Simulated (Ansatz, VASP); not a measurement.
# V in VASP and in Ansatz

INCAR

```
  PREC = Accurate
  ENCUT = 520
  EDIFF = 1E-6
  ISMEAR = -1
  SIGMA = 0.1
  LREAL = F
  LASPH = T
  NELM = 60
  ALGO = Normal
  ISIF = 2
  LWAVE = F
  LCHARG = F
  GGA = RE
  NBANDS = 12
```

KPOINTS

```
Automatic mesh
0
Gamma
  16 16 16
```

Contents of POSCAR:

```
V
1.0
    0.0000000000      1.9456367847      1.9456367847
    1.9456367847      0.0000000000      1.9456367847
    1.9456367847      1.9456367847      0.0000000000
V
1
Direct
    0.0000000000      0.0000000000      0.0000000000
```

Input for Ansatz:

```yaml
crystal:
  lattice:
    - [0.0, 1.9456367847, 1.9456367847]
    - [1.9456367847, 0.0, 1.9456367847]
    - [1.9456367847, 1.9456367847, 0.0]
  atoms:
    - { symbol: V, position: [0.0, 0.0, 0.0] }
hamiltonian:
  xc: revpbe
  pseudopotentials:
    kind: paw
    azcp:
      V: "pseudopotentials/V.paw.azcp"
basis:
  ecutwfc: 420
  fft_grid_basis: typed
kpoints:
  mp_grid: { grid: [16, 16, 16], shift: [0, 0, 0] }
magnetization:
  spin_polarized: false
scf:
  occupations: { method: fermi_dirac, width: 0.1 }
  lower_state_search: "off"
output:
  stress: true
  write_density: true
  write_potential: true
  elf: true
  volumetric_format: npy
```

Alike in both runs: task single point; functional revPBE; k mesh 16 × 16 × 16; occupations fermi-dirac, width 0.1 eV; no spin polarisation.

```csv
,VASP,Ansatz
version,VASP 6.6.1,Ansatz 0.2.0
potentials or method,"VASP PAW PBE potentials, release 64 (V_sv)","plane waves (420 eV) with PAW, scalar-relativistic"
plane-wave cutoff (eV),520,420
valence electrons in the cell,13,13
```

```csv
,VASP,Ansatz,Ansatz less VASP
pressure (GPa),-5.9,-6.1,-0.24
```

The functional is the same, so the differences come from potentials, cutoffs and numerics.

Caveats: the PAW data sets were made with another functional, which shifts forces and pressure a little (VASP).
